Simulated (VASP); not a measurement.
Input of a VASP 6.6.1 run:

INCAR

```
PREC     = Accurate       # precision mode
ENCUT    = 520            # plane-wave cutoff, eV
EDIFF    = 1E-6           # SCF threshold, eV
ISMEAR   = -1             # smearing method
SIGMA    = 0.1            # smearing width, eV
LREAL    = F              # projectors in reciprocal space
LASPH    = T              # aspherical terms in the spheres
NELM     = 100            # most SCF steps
ALGO     = Normal         # electronic algorithm
ISIF     = 2              # what is computed and relaxed
LWAVE    = F              # write WAVECAR
LCHARG   = F              # write CHGCAR
GGA      = CA             # functional
NBANDS   = 42             # bands
```

File KPOINTS:

```
regular mesh
0
Gamma
  3 3 2
```

The input POSCAR:

```
Zn4O3
1.0
    3.2493080000      0.0000000000      0.0000000000
   -3.2493080000      5.6279660000      0.0000000000
    0.0000000000      0.0000000000      5.2057090000
Zn O
4 3
Direct
    0.3333333926      0.3333333926      0.4999999040
    0.6666666074      0.1666666074      0.0000000000
    0.3333333926      0.8333333926      0.4999999040
    0.6666666074      0.6666666074      0.0000000000
    0.5975782021      0.3898308909      0.8260446368
    0.6666666074      0.6666666074      0.3790100445
    0.3333333926      0.8333333926      0.8790099485
```

Potentials or basis: VASP PAW LDA potentials, release 64 (Zn, O).

Launch:

```console
$ cat potpaw_LDA.64/Zn/POTCAR potpaw_LDA.64/O/POTCAR > POTCAR
$ mpirun -np 1 vasp_std > vasp.out
```

Problem. Estimate the pressure.

Solution. -5.6 GPa.

Problem. Estimate the largest force.

Solution. 1.630 eV/Å.

Problem. What does it give for the band gap on the k mesh?

Solution. 0.57 eV, indirect (least direct gap 1.56 eV).

Stress tensor (GPa, compression positive):
```
-7.02 -0.82  0.69
-0.82 -4.42 -1.29
 0.69 -1.29 -5.50
```

Caveat: the k mesh is coarse (spacing up to 0.74 Å⁻¹), so the values aren't converged. A hybrid or GW would open this gap; LDA tends to underestimate it.
